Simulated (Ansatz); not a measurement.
HfH$_{2}$: enthalpy against pressure

HfH$_{2}$, I4/mmm, a = 3.464 Å, c = 4.238 Å. The structure is a COD entry; whether it is the stable form wasn't checked. Ansatz: PBEsol, PAW, 420 eV, Γ-centred 16×16×16 mesh on 3 atoms, Gaussian smearing 0.10 eV; no spin polarisation. Cell and atoms are relaxed at each pressure, and no other structure is tried, so the rows at high pressure may lie past a change of phase. y is the enthalpy over the state at zero pressure; there V0 = 8.476 Å³/atom. The pressures are the targets, met within 0.02 GPa.

```tsv
P (GPa)	y (eV/atom)
-1.0	-0.0531
0.0	0.0000
1.0	0.0527
4.0	0.2089
12.0	0.6123
25.0	1.2342
50.0	?
90.0	3.9472
```

Problem. Fit y = c1 P + c2 P² + c3 P³ to the other rows, say what c1 and c2 mean, and predict the missing value.

Solution. Least squares on the rows shown. y = 0.052757 P − 0.00014975 P² + 5.6525×10⁻⁷ P³. Since dH/dP = V, c1 is V0: 0.052757 eV/GPa × 160.2 = 8.452 Å³ against 8.476; c2 = −V0/(2B0) gives B0 = 176 GPa, where a Birch–Murnaghan fit to the volumes of the same runs (not shown) gives 152 GPa: a cubic over this range folds the higher terms into c2. Above P = −c2/(3 c3) = 88 GPa the cubic's slope, the volume, would rise with pressure, so the form fails there. At P = 50.0 the fit asked for gives 2.3341 eV/atom. The run gave 2.3423 eV/atom, so the fit is 0.0082 eV/atom too low, 0.2 % of the span of the series, against an rms of 0.0002 eV/atom on the fitted rows. With a term in P⁴ added, a fit to the same known rows predicts 2.3472 eV/atom, a smaller miss on the other side. Also, this row ran on the mesh 18×18×18, its neighbour on 16×16×16, which can shift it a little.

The mesh isn't the same in all rows (16×16×16, 18×18×18). Spin–orbit coupling is left out, which can shift energies with elements as heavy as these.